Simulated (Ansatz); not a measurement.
A (101) slab of SiNi (Pnma (No. 62)), 12 planes, outer planes Si (top) and Si (bottom), with 24 atoms (Si12Ni12) in a surface cell of A = 25.739 Å², as cut from the bulk:

```xyz
24
Lattice="3.3758 0.0000 0.0000 0.0000 7.6246 0.0000 0.0000 0.0000 25.6757" Properties=species:S:1:pos:R:3 pbc="T T T"
Si    2.5318    6.5256    7.5000
Si    2.5318    2.0168    8.1389
Ni    0.8439    0.4234    8.2925
Ni    2.5318    4.2935    8.3555
Ni    0.8439    2.6755    9.7238
Ni    2.5318    6.5456    9.7868
Si    0.8439    4.9521    9.9404
Si    0.8439    0.4434   10.5793
Si    2.5318    2.3855   11.2982
Si    2.5318    5.5013   11.9371
Ni    0.8439    3.9079   12.0907
Ni    2.5318    0.1534   12.1537
Ni    0.8439    6.1600   13.5220
Ni    2.5318    2.4055   13.5850
Si    0.8439    0.8121   13.7386
Si    0.8439    3.9279   14.3775
Si    2.5318    5.8700   15.0963
Si    2.5318    1.3613   15.7353
Ni    0.8439    7.3923   15.8888
Ni    2.5318    3.6379   15.9519
Ni    0.8439    2.0199   17.3201
Ni    2.5318    5.8900   17.3832
Si    0.8439    4.2966   17.5367
Si    0.8439    7.4124   18.1757
```

Level of theory: Ansatz 0.2.0, DFT PBE, scalar-relativistic, plane waves, PAW. Plane waves to 420 eV, a k mesh through Γ of 10×5×1 on the computed 24-atom cell and Gaussian smearing (0.10 eV); no spin polarisation. The cell repeats along c with a dipole correction in the vacuum.

Against the same 24 atoms in the bulk, the slab as cut lies 5.944 eV higher and the relaxed slab 5.773 eV higher.

Task: Work out the surface energy before and after relaxation.

Result: The slab has two faces, so γ = (E_slab − N·E_bulk)/(2A), the mean of both. As cut: 5.944/(2 × 25.739) = 0.1155 eV/Å², and 1 eV/Å² = 16.02 J/m², so γ = 1.85 J/m². Relaxed: 5.773/(2 × 25.739) = 0.1121 eV/Å² = 1.80 J/m². Relaxation recovers 3 % of the cost of cutting.

Task: What is the ideal work of this cut, per area?

Result: Griffith's ideal work is 2γ: 3.70 J/m² if the new faces stay rigid, 3.59 J/m² if they relax. Other cuts parallel to this plane can cost less. One thickness was run, 12 planes, so γ can still shift with it.

The slab was run without spin polarisation; whether its Ni atoms carry moments at the surface wasn't tested.